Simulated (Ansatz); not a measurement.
Crystal: HfH2.

```
Hf H
1.0
    -1.73900    1.73900    2.18050
     1.73900   -1.73900    2.18050
     1.73900    1.73900   -2.18050
Hf H
1 2
Direct
  0.00000 0.00000 0.00000
  0.25000 0.75000 0.50000
  0.75000 0.25000 0.50000
```

```yaml
Program: Ansatz 0.2.0
Task: relaxation of cell and atoms
Functional: r2SCAN
Potentials_or_basis: Ansatz PAW
Cutoff: "500 eV (not typed: the program's choice for these potentials)"
k_mesh: 11 × 11 × 11
Occupations: fermi-dirac, width 0.05 eV
Spin: no spin polarisation
Hubbard_terms: Hf d U = 8 eV
```

At the start: volume 8.79 Å³/atom.

**Question.** Where does the relaxation end?

**Answer.** It ends after 8 steps and the volume is 10.89 Å³/atom (+23.8 %); space group I4/mmm (No. 139, to 0.05 Å).

Step by step:
| step | energy change (eV) | largest force (eV/Å) | volume (Å³) |
| --- | --- | --- | --- |
| 1 | 0.0000 | 0.0000 | 26.38 |
| 2 | -0.3537 | 0.0000 | 29.73 |
| 3 | -0.4270 | 0.0000 | 32.09 |
| 4 | -0.4294 | 0.0000 | 32.55 |
| 5 | -0.4294 | 0.0000 | 32.62 |
| 6 | -0.4321 | 0.0000 | 32.62 |
| 7 | -0.4321 | 0.0000 | 32.66 |
| 8 | -0.4321 | 0.0000 | 32.66 |

Final structure:
```yaml
crystal:
  lattice:
    - [-1.88875, 1.88875, 2.28854]
    - [1.88875, -1.88875, 2.28854]
    - [1.88875, 1.88875, -2.28854]
  atoms:
    - { symbol: Hf, position: [0.00000, 0.00000, 0.00000] }
    - { symbol: H, position: [0.25000, 0.75000, 0.50000] }
    - { symbol: H, position: [0.75000, 0.25000, 0.50000] }
```

Caveat: the volume moved by over 15 % at a fixed basis, so the end points are rough; the plane-wave basis is chosen anew once the cell has moved, so the energies of steps on either side of that aren't comparable; the PAW data sets come from PBE, with cores solved anew for the run's functional, which leaves a small shift of forces and pressure; the U is typed as a test and isn't derived for this compound.
